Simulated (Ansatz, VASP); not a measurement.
## Two plane-wave programs on TaN

INCAR

```
SYSTEM = TaN
PREC = Accurate
ENCUT = 520
EDIFF = 1E-7
ISMEAR = 0
SIGMA = 0.05
LREAL = .FALSE.
LASPH = .TRUE.
NELM = 150
ALGO = Normal
ISIF = 2
LWAVE = .FALSE.
LCHARG = .FALSE.
ISPIN = 2
MAGMOM = 2 -2 0 0
LORBIT = 11
LMAXMIX = 4
LDAU = .TRUE.
LDAUTYPE = 2
LDAUL = 2 -1
LDAUU = 4 0
LDAUJ = 0 0
LDAUPRINT = 1
GGA = PE
NBANDS = 28
```

Contents of KPOINTS:

```
regular mesh
0
G
  7 7 4
  0 0 0
```

Contents of POSCAR:

```
TaN
1.0
    3.0480018400      0.0000000000      0.0000000000
   -1.5240009200      2.6396470300      0.0000000000
    0.0000000000      0.0000000000      4.9179997800
Ta N
2 2
Direct
    0.0000000000      0.0000000000      0.0000000000
    0.0000000000      0.0000000000      0.5000000000
    0.3333333333      0.6666666667      0.2500000000
    0.6666666667      0.3333333333      0.7500000000
```

Input for Ansatz:

```yaml
crystal:
  lattice:
    - [3.04800184, 0.0, 0.0]
    - [-1.52400092, 2.63964703, 0.0]
    - [0.0, 0.0, 4.91799978]
  atoms:
    - { symbol: Ta, position: [0.0, 0.0, 0.0], spin: 2.0 }
    - { symbol: Ta, position: [0.0, 0.0, 0.5], spin: -2.0 }
    - { symbol: "N", position: [0.3333333333, 0.6666666667, 0.25] }
    - { symbol: "N", position: [0.6666666667, 0.3333333333, 0.75] }
basis:
  ecutwfc: 420
  ecutrho_ratio: 4
kpoints:
  mp_grid: { grid: [7, 7, 4] }
hamiltonian:
  xc: pbe
  hubbard:
    sites: [{ site: 0, l: d, u_eff: 4.0 }, { site: 1, l: d, u_eff: 4.0 }]
scf:
  occupations: { method: gaussian, width: 0.05 }
  lower_state_search: "off"
  max_iter: 150
output:
  forces: true
  stress: true
  eigenvalues: true
  populations: true
  hubbard: { sites: [{ site: 0, l: d }, { site: 1, l: d }] }
magnetization:
  spin_polarized: true
```

Alike in both runs: task single point; functional PBE; k mesh 7 × 7 × 4; occupations gaussian, width 0.05 eV; collinear spin; Hubbard terms Ta d U = 4.0 eV.

|  | VASP | Ansatz |
| --- | --- | --- |
| version | VASP 6.6.1 | Ansatz 0.2.0 |
| potentials or method | VASP PAW PBE potentials, release 64 (Ta_pv, N) | scalar-relativistic, plane waves, PAW |
| plane-wave cutoff (eV) | 520 | 420 |
| valence electrons in the cell | 32 | 36 |

|  | VASP | Ansatz | Ansatz less VASP |
| --- | --- | --- | --- |
| gap on the k mesh at the Fermi level (eV) | none | none | - |
| net moment per atom (μB) | 0.00 | 0.00 | 0.000 |

The programs project onto different local orbitals, so the same U acts differently. A gap of «none» marks a metal or a gap that the smearing closes. The two sets of potentials don't hold the same shells in valence. Ansatz warned: «filled_band_counts_differ_across_k_points».

 The state reached can hang on the start; a lower one may exist. The runs have no spin-orbit coupling, so splittings on Ta are missing.
